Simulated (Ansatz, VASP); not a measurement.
# CdSe (Cadmoselite): VASP beside Ansatz, part 3 of 3

Aim: how closely do two programs agree when they are given the same cell, functional and k mesh?

VASP 6.6.1 and Ansatz 0.2.0.

So far. Step 3 (VASP: band structure, HSEsol): The k-mesh is coarse for exact exchange; levels may shift by about 0.1 eV on a finer one. Spin-orbit coupling is off here; it would split degenerate levels, and it lifts a valence top of Se p states by about 0.1 eV. Step 4 (Side by side): The forces differ by 4.3 meV/Å r.m.s., which is 2.6 % of the r.m.s. force of 0.17 eV/Å (both taken over all components). Among the levels compared at these points, filled levels agree within 2 meV and empty ones within 18 meV.

The database entry behind the starting cell differs from later determinations by our own check (inner coordinate of an old entry), so it need not match the best structure at ambient conditions.

## (5) VASP: band structure, HSE06, spin-orbit coupling (continued)

Level of this step: HSE06, spin-orbit coupling; plane waves and PAW (Cd, Se) (VASP).

Numbers of over 12 decimals in the logs are rounded to 6 here.

From OUTCAR (step 5):

```text
 POSITION                                       TOTAL-FORCE (eV/Angst)
 -----------------------------------------------------------------------------------
     -0.00000      2.48261      0.00000         0.000000     -0.000000      0.297893
      2.15000      1.24130      3.51000         0.000000     -0.000000      0.297893
     -0.00000      2.48261      2.70270        -0.000000      0.000000     -0.297893
      2.15000      1.24130      6.21270         0.000000     -0.000000     -0.297893
 -----------------------------------------------------------------------------------
    total drift:                               -0.000000      0.000000      0.000029

  FREE ENERGIE OF THE ION-ELECTRON SYSTEM (eV)
  ---------------------------------------------------
  free  energy   TOTEN  =       -13.7392287064 eV

  energy  without entropy=      -13.7392287064  energy(sigma->0) =      -13.73922871

 magnetization (x)
# of ion       s       p       d       tot
------------------------------------------
    1        0.000   0.000   0.000   0.000
    2        0.000   0.000  -0.000   0.000
    3       -0.000   0.000   0.000   0.000
    4        0.000  -0.000   0.000  -0.000
--------------------------------------------------
tot          0.000   0.000  -0.000   0.000

 magnetization (y)
# of ion       s       p       d       tot
------------------------------------------
    1        0.000   0.000   0.000   0.000
    2        0.000   0.000   0.000   0.000
    3        0.000   0.000  -0.000  -0.000
    4        0.000   0.000  -0.000  -0.000
--------------------------------------------------
tot          0.000   0.000  -0.000   0.000

 magnetization (z)
# of ion       s       p       d       tot
------------------------------------------
    1       -0.000   0.000   0.000  -0.000
    2       -0.000  -0.000  -0.000  -0.000
    3        0.000   0.000   0.000   0.000
    4       -0.000  -0.000  -0.000  -0.000
--------------------------------------------------
tot         -0.000   0.000   0.000  -0.000

[... 1 part as in an earlier step ...]

[... 2 further parts left out ...]
[key lines of the parts left out:]
E-fermi :   0.6043
```

## (6) Ansatz: band structure, HSE06, spin-orbit coupling

The same cell, functional, mesh and smearing now go to Ansatz, which takes its cutoff from its data sets.

The input, input.yaml:

```yaml
crystal:
  lattice:
    - [4.3, 0.0, 0.0]
    - [-2.15, 3.7239092363, 0.0]
    - [0.0, 0.0, 7.02]
  atoms:
    - { symbol: Cd, position: [0.3333333333, 0.6666666667, 0.0] }
    - { symbol: Cd, position: [0.6666666667, 0.3333333333, 0.5] }
    - { symbol: Se, position: [0.3333333333, 0.6666666667, 0.385] }
    - { symbol: Se, position: [0.6666666667, 0.3333333333, 0.885] }
hamiltonian:
  xc: { exchange: pbe, correlation: pbe, exx: { coeff: 0.25, omega: 0.2 } }
  pseudopotentials: { kind: paw_fr }
magnetization:
  noncollinear: true
  spin_orbit: true
kpoints:
  mp_grid: { grid: [4, 4, 2] }
  band_path:
    path:
      - [0.0, 0.0, 0.0]
      - [0.4, 0.0, 0.0]
      - [0.4, 0.2, 0.0]
      - [0.2, 0.2, 0.0]
      - [0.0, 0.0, 0.1]
      - [0.0, 0.0, 0.5]
      - [0.4, 0.0, 0.5]
      - [0.4, 0.2, 0.5]
      - [0.2, 0.2, 0.5]
      - [0.5, 0.0, 0.4]
      - [0.33333, 0.33333, 0.0]
      - [0.33333, 0.33333, 0.5]
    npoints: 1
scf:
  occupations: { method: gaussian, width: 0.02 }
  n_extra_bands: 16
output:
  forces: true
  stress: true
  eigenvalues: true
```

Run with:

```console
$ ansatz run input.yaml --threads 4 --pin off --max-ram 9216MiB --backend cpu --events-out ev --progress --plain --runs-dir out
```

Log:

```text
[...]
non-collinear run that drives no moment, with spin-orbit: no starting moment large enough to seed its density (crystal.atoms[].spin), no starting occupations that ask for one, no magnetisation constraint and no magnetic field, so the semilocal B_xc is pinned to zero
Crystal: 4 atoms, lattice volume = 112.410 Å³
[...]
k-point 0: bands = [... 68 lower, 7.0244, 7.0244, 7.0295, 7.0295, 8.5683, 8.5683, 10.0164, 10.0164, ... 12 higher]
  k-point 1: bands = [... 68 lower, 6.6196, 6.6196, 6.6196, 6.6196, 10.2348, 10.2348, 10.2348, 10.2348, ... 12 higher]
  k-point 2: bands = [... 68 lower, 6.3049, 6.3138, 6.5405, 6.5643, 10.4890, 10.5054, 11.3397, 11.3641, ... 12 higher]
  k-point 7: bands = [... 68 lower, 5.6475, 5.6475, 5.7172, 5.7172, 11.6401, 11.6401, 11.7015, 11.7015, ... 12 higher]
[key lines of the parts left out:]
Magnetization: |M| = 0.0000 μB,  M = (+0.0000, +0.0000, +0.0000) μB
Free energy (F): -27456.832518 eV
Fermi energy:    7.798918 eV
P = ⅓ Tr σ = 1.8287 GPa (18.287 kbar)
```

Wall time 4.1 min (4 threads of Arm Neoverse V2, shared host); peak memory 2.8 GiB; 14 min of CPU time.

## (7) Comparison

What differs besides the data sets and the points named for the pairs above, as far as they apply: spin-orbit coupling enters by fully relativistic files in Ansatz and inside the spheres in VASP; the data sets hold 72 valence electrons in Ansatz (fully relativistic PAW (standard-fr) files) and 36 in VASP. Total energies have different zeros and are not compared.

Compared:

```
                     quantity  Ansatz   VASP  difference
gap over the path points (eV)   1.539  1.542      -0.004
```

Forces (eV/Å; atoms numbered as in POSCAR):

| atom | Ansatz x, y, z | VASP x, y, z |
| --- | --- | --- |
| Cd1 | 0.000, 0.000, 0.291 | 0.000, 0.000, 0.298 |
| Cd2 | 0.000, 0.000, 0.291 | 0.000, 0.000, 0.298 |
| Se3 | 0.000, 0.000, -0.291 | 0.000, 0.000, -0.298 |
| Se4 | 0.000, 0.000, -0.291 | 0.000, 0.000, -0.298 |

Levels at points of the path, from each program's valence-band top (eV; 8 filled, then empty):

| k (reciprocal lattice) | Ansatz | VASP |
| --- | --- | --- |
| 0.000 0.000 0.000 | -0.79 -0.79 -0.41 -0.41 -0.01 -0.01 0.00 0.00 1.54 1.54 2.99 2.99 6.58 6.58 | -0.79 -0.79 -0.41 -0.41 -0.01 -0.01 0.00 0.00 1.54 1.54 3.00 3.00 6.60 6.60 |
| 0.400 0.000 0.000 | -3.04 -2.95 -2.03 -2.03 -1.27 -1.27 -0.91 -0.90 4.04 4.06 4.18 4.19 5.70 5.71 | -3.04 -2.95 -2.03 -2.02 -1.26 -1.26 -0.91 -0.90 4.05 4.07 4.18 4.20 5.71 5.72 |
| 0.400 0.200 0.000 | -3.13 -3.03 -2.46 -2.38 -1.85 -1.77 -1.62 -1.56 5.06 5.09 5.35 5.36 5.47 5.51 | -3.12 -3.02 -2.46 -2.37 -1.84 -1.76 -1.62 -1.56 5.08 5.11 5.36 5.37 5.48 5.52 |
| 0.200 0.200 0.000 | -2.96 -2.85 -2.32 -2.31 -1.28 -1.28 -0.94 -0.92 4.42 4.44 5.37 5.44 5.92 5.93 | -2.95 -2.85 -2.31 -2.30 -1.27 -1.27 -0.94 -0.92 4.43 4.45 5.38 5.45 5.94 5.95 |
| 0.000 0.000 0.100 | -0.77 -0.77 -0.53 -0.53 -0.16 -0.16 -0.03 -0.03 1.78 1.78 3.01 3.01 6.58 6.58 | -0.77 -0.77 -0.52 -0.52 -0.16 -0.16 -0.03 -0.03 1.78 1.78 3.01 3.01 6.60 6.60 |
| 0.000 0.000 0.500 | -0.67 -0.67 -0.67 -0.67 -0.41 -0.41 -0.41 -0.41 3.21 3.21 3.21 3.21 6.71 6.71 | -0.67 -0.67 -0.67 -0.67 -0.41 -0.41 -0.41 -0.41 3.21 3.21 3.21 3.21 6.74 6.74 |
| 0.400 0.000 0.500 | -1.64 -1.64 -1.63 -1.63 -1.45 -1.45 -1.44 -1.44 3.90 3.90 3.91 3.91 5.72 5.72 | -1.64 -1.64 -1.62 -1.62 -1.44 -1.44 -1.44 -1.44 3.91 3.91 3.92 3.92 5.73 5.73 |
| 0.400 0.200 0.500 | -2.51 -2.51 -2.43 -2.43 -1.34 -1.34 -1.27 -1.27 4.46 4.46 4.51 4.51 6.30 6.30 | -2.50 -2.50 -2.42 -2.42 -1.34 -1.34 -1.27 -1.27 4.46 4.46 4.52 4.52 6.31 6.31 |
| 0.200 0.200 0.500 | -1.95 -1.95 -1.86 -1.86 -1.48 -1.48 -1.38 -1.38 4.64 4.64 4.71 4.71 6.04 6.04 | -1.94 -1.94 -1.85 -1.85 -1.47 -1.47 -1.38 -1.38 4.65 4.65 4.72 4.72 6.05 6.05 |
| 0.500 0.000 0.400 | -1.89 -1.89 -1.73 -1.73 -1.49 -1.49 -1.25 -1.25 3.61 3.61 4.05 4.05 5.59 5.59 | -1.88 -1.88 -1.73 -1.73 -1.49 -1.49 -1.25 -1.25 3.62 3.62 4.06 4.06 5.60 5.60 |

The forces differ by 4.1 meV/Å r.m.s., which is 2.4 % of the r.m.s. force of 0.17 eV/Å (both taken over all components). Among the levels compared at these points, filled levels agree within 9 meV and empty ones within 32 meV.

## (8) Results

- difference in gap over the path points (band structure, HSEsol): -0.0031 eV
- difference in gap over the path points (band structure, HSE06, spin-orbit coupling): -0.0035 eV

In words: The difference in gap over the path points is -0.0035 eV (band structure, HSE06, spin-orbit coupling), within the 0.08 eV picked in this series as the mark of a large difference. Such differences can come from data sets, numerical settings and the points named under the comparisons, not from the functional's error against experiment.

[Lines on the potential files, build, host, timing and source positions are cut from VASP's logs without a mark.]

[Logs are printed without paths, hosts, clocks, repeated set-up lines and the standing remarks that a program may print on its own settings, such as how far it seeks lower states.]

[Hosts, paths, dates, database ids (printed as entryN), source tags and the programs' standing remarks are cut or masked in the printed files.]
